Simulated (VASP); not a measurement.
# In (I4/mmm) in VASP: further runs

The runs below take In through relaxation of cell and atoms, with PBEsol, RPBE.

All numbers are computed with VASP 6.6.1; they aren't measurements. Logs are shortened: lines on timing, memory, paths and dates and some standing lists are left out, and cuts for length are marked.

## (1) Starting point

It takes space group I4/mmm (No. 139, tetragonal). Conventional cell: a = 3.389 Å, b = 3.389 Å, c = 4.595 Å, α = 90.00°, β = 90.00°, γ = 90.00°. Around In (site symmetry 4/mmm) lie 12 In at 3.32 to 3.39 Å.

## (2) Relaxation of cell and atoms, PBEsol

INCAR

```
PREC = Accurate ; ENCUT = 480
EDIFF = 1E-7 ; ISMEAR = 0
SIGMA = 0.1 ; LREAL = False
LASPH = True ; NELM = 60
ALGO = Fast ; ISIF = 3
LWAVE = False ; LCHARG = False
GGA = PS ; IBRION = 2
NSW = 90 ; EDIFFG = -0.005
```

KPOINTS

```
Automatic mesh
0
Gamma
  18 18 18
```

POSCAR

```
In
1.0
   -1.6947072700      1.6947072700      2.2973723900
    1.6947072700     -1.6947072700      2.2973723900
    1.6947072700      1.6947072700     -2.2973723900
In
1
Direct
    0.0000000000      0.0000000000      0.0000000000
```

Potentials or basis: VASP PAW PBE potentials, release 64 (In_d).

Started as:

```sh
cat potpaw_PBE.64/In_d/POTCAR > POTCAR
mpirun -np 1 vasp_std > vasp.out
```

OUTCAR:

```text
PREC = Accurate
   ENCUT = 480
   EDIFF = 1E-7
   ISMEAR = 0
   LREAL = False
   LASPH = True
   NELM = 60
   ISIF = 3
   GGA = PS
   IBRION = 2
   NSW = 90
   EDIFFG = -0.005

 ion  position               nearest neighbor table
   1  0.000  0.000  0.000-

  LATTYP: Found a body centered tetragonal cell.
 ALAT       =     3.3894145400
 C/A-ratio  =     1.3556160587

  Lattice vectors:

 A1 = (  -1.6947072700,   1.6947072700,   2.2973723900)
 A2 = (   1.6947072700,  -1.6947072700,   2.2973723900)
 A3 = (   1.6947072700,   1.6947072700,  -2.2973723900)

Analysis of symmetry for initial positions (statically):
=====================================================================
 Subroutine PRICEL returns:
 Original cell was already a primitive cell.

 Routine SETGRP: Setting up the symmetry group for a
 body centered tetragonal supercell.

 Subroutine GETGRP returns: Found 16 space group operations
 (whereof 16 operations were pure point group operations)
 out of a pool of 16 trial point group operations.

The static configuration has the point symmetry D_4h.

Analysis of symmetry for dynamics (positions and initial velocities):
=====================================================================
 Subroutine PRICEL returns:
 Original cell was already a primitive cell.

 Routine SETGRP: Setting up the symmetry group for a
 body centered tetragonal supercell.

 Subroutine GETGRP returns: Found 16 space group operations
 (whereof 16 operations were pure point group operations)
 out of a pool of 16 trial point group operations.

The dynamic configuration has the point symmetry D_4h.

 Subroutine INISYM returns: Found 16 space group operations
 (whereof 16 operations are pure point group operations),
 and found     1 'primitive' translations

----------------------------------------------------------------------------------------

                                     Primitive cell

  volume of cell :      26.3925

  direct lattice vectors                    reciprocal lattice vectors
    -1.694707270  1.694707270  2.297372390     0.000000000  0.295036204  0.217639945
     1.694707270 -1.694707270  2.297372390     0.295036204  0.000000000  0.217639945
     1.694707270  1.694707270 -2.297372390     0.295036204  0.295036204  0.000000000

  length of vectors
     3.319937554  3.319937554  3.319937554     0.366624477  0.366624477  0.417244201

  position of ions in fractional coordinates (direct lattice)
     0.000000000  0.000000000  0.000000000

  ion indices of the primitive-cell ions
   primitive index   ion index
                 1           1

----------------------------------------------------------------------------------------

 KPOINTS: Automatic mesh

Automatic generation of k-mesh.
 Grid dimensions read from file:
 generate k-points for:   18   18   18

 Generating k-lattice:

  Cartesian coordinates                     Fractional coordinates (reciprocal lattice)
     0.000000000  0.016390900  0.012091108     0.055555556 -0.000000000  0.000000000
     0.016390900  0.000000000  0.012091108    -0.000000000  0.055555556  0.000000000
     0.016390900  0.016390900  0.000000000     0.000000000  0.000000000  0.055555556

  Length of vectors
     0.020368027  0.020368027  0.023180233

  Shift w.r.t. Gamma in fractional coordinates (k-lattice)
     0.000000000  0.000000000  0.000000000

 Subroutine IBZKPT returns following result:
 ===========================================

 Found    480 irreducible k-points:

 Following reciprocal coordinates:
            Coordinates               Weight
  0.000000  0.000000  0.000000      1.000000
  0.055556  0.000000  0.000000      8.000000
  0.111111  0.000000  0.000000      8.000000
  0.166667  0.000000  0.000000      8.000000
  0.222222  0.000000 -0.000000      8.000000
  0.277778  0.000000  0.000000      8.000000
[... 16 lines left out ...]
 -0.277778  0.055556  0.000000     16.000000
 -0.222222  0.055556  0.000000     16.000000
 [... further k-points ...]
   k-points           NKPTS =    480   k-points in BZ     NKDIM =    480   number of bands    NBANDS=     10
   number of dos      NEDOS =    301   number of ions     NIONS =      1
   total plane-waves  NPLWV =  13824
   dimension x,y,z NGX =    24 NGY =   24 NGZ =   24
   dimension x,y,z NGXF=    48 NGYF=   48 NGZF=   48
   ions per type =               1
   NGX,Y,Z   is equivalent  to a cutoff of  12.02, 12.02, 12.02 a.u.
   NGXF,Y,Z  is equivalent  to a cutoff of  24.04, 24.04, 24.04 a.u.
 SYSTEM =  unknown system
   PREC   = accura    normal or accurate (medium, high low for compatibility)
   ISTART =      0    job   : 0-new  1-cont  2-samecut
   ICHARG =      2    charge: 1-file 2-atom 10-const
   ISPIN  =      1    spin polarized calculation?
   LNONCOLLINEAR =      F non collinear calculations
   LSORBIT =      F    spin-orbit coupling
   LASPH  =      T    aspherical Exc in radial PAW
   ENCUT  =  480.0 eV  35.28 Ry    5.94 a.u.   5.93  5.93  5.93*2*pi/ulx,y,z
   NELM   =     60;   NELMIN=  2; NELMDL= -5     # of ELM steps
   EDIFF  = 0.1E-06   stopping-criterion for ELM
   LREAL  =      F    real-space projection
   EDIFFG = -.5E-02   stopping-criterion for IOM
   NSW    =     90    number of steps for IOM
   IBRION =      2    ionic relax: 0-MD 1-quasi-New 2-CG
   NFREE  =      1    steps in history (QN), initial steepest desc. (CG)
   ISIF   =      3    stress and relaxation
   ISYM   =      2    0-nonsym 1-usesym 2-fastsym
   POTIM  = 0.5000    time-step for ionic-motion
   TEBEG  =    0.0;   TEEND  =   0.0 temperature during run
   PSTRESS=    0.0 pullay stress
   NELECT =      13.0000    total number of electrons
   NUPDOWN=      -1.0000    fix difference up-down
   EMIN   =  10.00;   EMAX   =-10.00  energy-range for DOS
   EFERMI =   0.00;   METHOD = LEGACY
   ISMEAR =     0;   SIGMA  =   0.10  broadening in eV -4-tet -1-fermi 0-gaus
   EFERMI_NEDOS =   21; number of points for ismear=-14 and -15
   IALGO  =     68    algorithm
   IMIX   =      4    mixing-type and parameters
     AMIX     =   0.40;   BMIX     =  1.00
     AMIX_MAG =   1.60;   BMIX_MAG =  1.00
  volume/ion in A,a.u.               =      26.39       178.11
  Fermi-wavevector in a.u.,A,eV,Ry     =   1.292892  2.443212 22.743098  1.671571
  Thomas-Fermi vector in A             =   2.424572
   LORBIT       =      0    0 simple, 1 ext, 2 COOP (PROOUT), +10 PAW based schemes
   GGA     = PS    functional components
   LHFCALC =     F    Hartree Fock is set to
   AEXX    =    0.0000 exact exchange contribution
   IVDW    =     0    specifies the selected vdW correction
   LEPSILON=     F    determine dielectric tensor
   LRPA    =     F    only Hartree local field effects (RPA)
 conjugate gradient relaxation of ions
 non-spin polarized calculation
 RMM-DIIS sequential band-by-band and
 Gauss-broadening in eV      SIGMA  =   0.10
  energy-cutoff  :      480.00
  volume of cell :       26.39
 maximum number of plane-waves:       652
   NGX = 11   NGY = 11   NGZ = 11

--------------------------------------- Ionic step        1  -------------------------------------------

 number of electron      12.9999997 magnetization

 Free energy of the ion-electron system (eV)
  ---------------------------------------------------
  ext. energy  EPLUGINS =         0.00000000
  ---------------------------------------------------
  free energy    TOTEN  =        -2.98192258 eV

  energy without entropy =       -2.97988297  energy(sigma->0) =       -2.98090277

------------------------ aborting loop because EDIFF is reached ----------------------------------------

  FORCE on cell =-STRESS in cart. coord.  units (eV):
  Direction    XX          YY          ZZ          XY          YZ          ZX
  --------------------------------------------------------------------------------------
  -------------------------------------------------------------------------------------
  Total       -0.2555860     -0.2555860     -0.1808129      0.0000000     -0.0000000      0.0000000
  in kB      -15.5155408    -15.5155408    -10.9763792      0.0000000     -0.0000000      0.0000000
  external PRESSURE =     -14.0024870 kB  Pullay stress =       0.0000000 kB
[... 86 lines left out ...]
  FREE ENERGIE OF THE ION-ELECTRON SYSTEM (eV)
  ---------------------------------------------------
  free  energy   TOTEN  =        -2.9857298401 eV

  energy  without entropy=       -2.9838140271  energy(sigma->0) =       -2.98477193

[... ionic steps 4 to 26 ...]

--------------------------------------- Ionic step       27  -------------------------------------------

 number of electron      13.0000011 magnetization

------------------------ aborting loop because EDIFF is reached ----------------------------------------

  FORCE on cell =-STRESS in cart. coord.  units (eV):
  Direction    XX          YY          ZZ          XY          YZ          ZX
  --------------------------------------------------------------------------------------
  -------------------------------------------------------------------------------------
  Total        0.0112316      0.0112316      0.0171855     -0.0000000      0.0000000      0.0000000
  in kB        0.7043726      0.7043726      1.0777604     -0.0000000      0.0000000      0.0000000
  external PRESSURE =       0.8288352 kB  Pullay stress =       0.0000000 kB
[... 55 lines left out ...]
  energy  without entropy=       -2.9844343298  energy(sigma->0) =       -2.98554950

--------------------------------------- Ionic step       29  -------------------------------------------

 number of electron      13.0000010 magnetization

 Free energy of the ion-electron system (eV)
  ---------------------------------------------------
  ext. energy  EPLUGINS =         0.00000000
  ---------------------------------------------------
  free energy    TOTEN  =        -2.98666456 eV

  energy without entropy =       -2.98443507  energy(sigma->0) =       -2.98554982

 E-fermi :   7.6189     XC(G=0): -10.5132

 val. band max:        7.6130087722   @ k =  -0.4444   0.4444   0.2778
 cond. band min:       7.6201333521   @ k =  -0.3333  -0.4444   0.2222
 fundamental gap:      0.0071245799
 Fermi energy:         7.6188632906

 k-point     1 :       0.0000    0.0000    0.0000
  band No.  band energies     occupation
      1      -6.9529      2.00000
      2      -6.9529      2.00000
      3      -6.9498      2.00000
      4      -6.7690      2.00000
      5      -6.7652      2.00000
      6      -2.1083      2.00000
      7      18.3640      0.00000
      8      18.3701      0.00000
      9      18.3701      0.00000
     10      19.1872      0.00000
[... 287 lines left out ...]
 k-point    24 :      -0.2222    0.0556    0.0000
  band No.  band energies     occupation
      1      -6.9766      2.00000
      2      -6.9032      2.00000
      3      -6.8954      2.00000
      4      -6.7766      2.00000
      5      -6.7292      2.00000
      6      -1.1102      2.00000
      7      12.3931      0.00000
      8      16.3858      0.00000
      9      17.3284      0.00000
     10      19.2749      0.00000

 [... further k-points ...]

------------------------ aborting loop because EDIFF is reached ----------------------------------------

  FORCE on cell =-STRESS in cart. coord.  units (eV):
  Direction    XX          YY          ZZ          XY          YZ          ZX
  --------------------------------------------------------------------------------------
  -------------------------------------------------------------------------------------
  Total       -0.0018198     -0.0018198      0.0045534      0.0000000     -0.0000000     -0.0000000
  in kB       -0.1139932     -0.1139932      0.2852229      0.0000000     -0.0000000     -0.0000000
  external PRESSURE =       0.0190788 kB  Pullay stress =       0.0000000 kB
[... 16 lines left out ...]
  FREE ENERGIE OF THE ION-ELECTRON SYSTEM (eV)
  ---------------------------------------------------
  free  energy   TOTEN  =        -2.9866645605 eV

  energy  without entropy=       -2.9844350733  energy(sigma->0) =       -2.98554982

 reached required accuracy - stopping structural energy minimisation
```

Wall time 6.8 min (1 thread of Intel Xeon Platinum 8488C (Sapphire Rapids), shared host); peak memory 0.27 GiB.

Results:

```yaml
Free_energy: -2.9867 eV
Relaxed_volume: 25.58 Å³/atom
Relaxed_cell: a = 3.306 Å, b = 3.306 Å, c = 3.306 Å, α = 119.92°, β = 119.92°, γ = 90.13°
Space_group_after_relaxing_to_0.05_Å: Fm-3m (No. 225)
Energy_gained_by_relaxing: 4.7 meV/atom
Ionic_steps: 29
Pressure_after_relaxing: 0.0 GPa
Band_gap_on_the_k_mesh: none (metal or under the smearing width)
```

The path:
| step | energy change (eV) | largest force (eV/Å) | pressure (GPa) | volume (Å³) |
| --- | --- | --- | --- | --- |
| 1 | 0.0000 | 0.0000 | -1.40 | 26.39 |
| 2 | -0.0038 | 0.0000 | 0.07 | 25.52 |
| 3 | -0.0038 | 0.0000 | -0.01 | 25.55 |
| 4 | -0.0039 | 0.0000 | 0.01 | 25.55 |
| 5 | -0.0042 | 0.0000 | 0.01 | 25.56 |
| 6 | -0.0046 | 0.0000 | -0.02 | 25.58 |
| 7 | -0.0046 | 0.0000 | -0.07 | 25.61 |
| 8 | -0.0047 | 0.0000 | 0.05 | 25.60 |
| 9 | -0.0047 | 0.0000 | -0.21 | 25.71 |
| 10 | -0.0047 | 0.0000 | -0.06 | 25.61 |
| 11 | -0.0047 | 0.0000 | -0.04 | 25.60 |
| 12 | -0.0047 | 0.0000 | -0.02 | 25.60 |
| 13 | -0.0047 | 0.0000 | -0.02 | 25.60 |
| 14 | -0.0047 | 0.0000 | -0.03 | 25.60 |
| 15 | -0.0047 | 0.0000 | -0.04 | 25.60 |
| 16 | -0.0047 | 0.0000 | -0.03 | 25.60 |
| 17 | -0.0047 | 0.0000 | -0.03 | 25.60 |
| 18 | -0.0047 | 0.0000 | -0.03 | 25.60 |
| 19 | -0.0047 | 0.0000 | -0.03 | 25.60 |
| 20 | -0.0047 | 0.0000 | -0.03 | 25.60 |
| 21 | -0.0047 | 0.0000 | -0.03 | 25.60 |
| 22 | -0.0047 | 0.0000 | -0.03 | 25.60 |
| 23 | -0.0047 | 0.0000 | -0.03 | 25.60 |
| 24 | -0.0047 | 0.0000 | -0.03 | 25.60 |
| 25 | -0.0047 | 0.0000 | -0.03 | 25.60 |
| 26 | -0.0047 | 0.0000 | -0.03 | 25.60 |
| 27 | -0.0047 | 0.0000 | 0.08 | 25.55 |
| 28 | -0.0047 | 0.0000 | 0.03 | 25.57 |
| 29 | -0.0047 | 0.0000 | 0.00 | 25.58 |

Final structure:
```cif
data_structure
_symmetry_space_group_name_H-M 'P 1'
_symmetry_Int_Tables_number 1
_cell_length_a 3.3059
_cell_length_b 3.3059
_cell_length_c 3.3059
_cell_angle_alpha 119.922
_cell_angle_beta 119.922
_cell_angle_gamma 90.135
_cell_volume 25.58
loop_
_atom_site_label
_atom_site_type_symbol
_atom_site_fract_x
_atom_site_fract_y
_atom_site_fract_z
_atom_site_occupancy
In1 In 0.00000 0.00000 0.00000 1
```

Caveat: the PAW data sets were made with another functional, which shifts forces and pressure a little.

## (3) Relaxation of cell and atoms, RPBE

INCAR

```
PREC = Accurate ; ENCUT = 600
EDIFF = 1E-7 ; ISMEAR = 0
SIGMA = 0.1 ; LREAL = False
LASPH = True ; NELM = 60
ALGO = Fast ; ISIF = 3
LWAVE = False ; LCHARG = False
GGA = RP ; IBRION = 2
NSW = 90 ; EDIFFG = -0.005
```

KPOINTS is that of step 2.

POSCAR is that of step 2.

Potentials or basis: VASP PAW PBE potentials, release 64 (In_d).

Started as:

```sh
cat potpaw_PBE.64/In_d/POTCAR > POTCAR
mpirun -np 1 vasp_std > vasp.out
```

Wall time 9.4 min (1 thread of Intel Xeon Platinum 8488C (Sapphire Rapids), shared host); peak memory 0.31 GiB.

It converged, with:

```yaml
Free_energy: -2.2006 eV
Relaxed_volume: 28.76 Å³/atom
Relaxed_cell: a = 3.438 Å, b = 3.438 Å, c = 3.438 Å, α = 119.92°, β = 119.92°, γ = 90.13°
Space_group_after_relaxing_to_0.05_Å: Fm-3m (No. 225)
Energy_gained_by_relaxing: 23.5 meV/atom
Ionic_steps: 8
Pressure_after_relaxing: 0.0 GPa
Band_gap_on_the_k_mesh: none (metal or under the smearing width)
```

The path:
```tsv
step	energy change (eV)	largest force (eV/Å)	pressure (GPa)	volume (Å³)
1	0.0000	0.0000	3.30	26.39
2	-0.0220	0.0000	0.23	28.53
3	-0.0222	0.0000	-0.05	28.77
4	-0.0222	0.0000	0.01	28.72
5	-0.0226	0.0000	0.00	28.73
6	-0.0233	0.0000	0.00	28.75
7	-0.0233	0.0000	-0.16	28.78
8	-0.0235	0.0000	-0.01	28.76
```

Final structure:
```
CELL_PARAMETERS angstrom
-1.72093 1.72093 2.42811
1.72093 -1.72093 2.42811
1.72093 1.72093 -2.42811
ATOMIC_POSITIONS crystal
In 0.00000 0.00000 0.00000
```

Levels at points of the mesh, in eV from the Fermi level:
| k point | band 2 | band 3 | band 4 | band 5 | band 6 | band 7 | band 8 | band 9 | band 10 |
| --- | --- | --- | --- | --- | --- | --- | --- | --- | --- |
| (0.00, 0.00, 0.00) | -14.61 | -14.61 | -14.48 | -14.48 | -8.91 | 9.78 | 9.78 | 9.78 | 11.25 |
| (0.50, 0.00, 0.00) | -14.60 | -14.60 | -14.36 | -14.36 | -4.24 | -2.99 | 7.79 | 7.83 | 10.59 |
| (0.50, 0.50, 0.00) | -14.70 | -14.37 | -14.33 | -14.33 | -2.25 | -1.93 | 3.86 | 3.87 | 6.88 |
| (0.50, 0.50, 0.50) | -14.70 | -14.37 | -14.33 | -14.33 | -2.21 | -1.91 | 3.83 | 3.83 | 6.84 |

Caveat: the PAW data sets were made with another functional, which shifts forces and pressure a little.
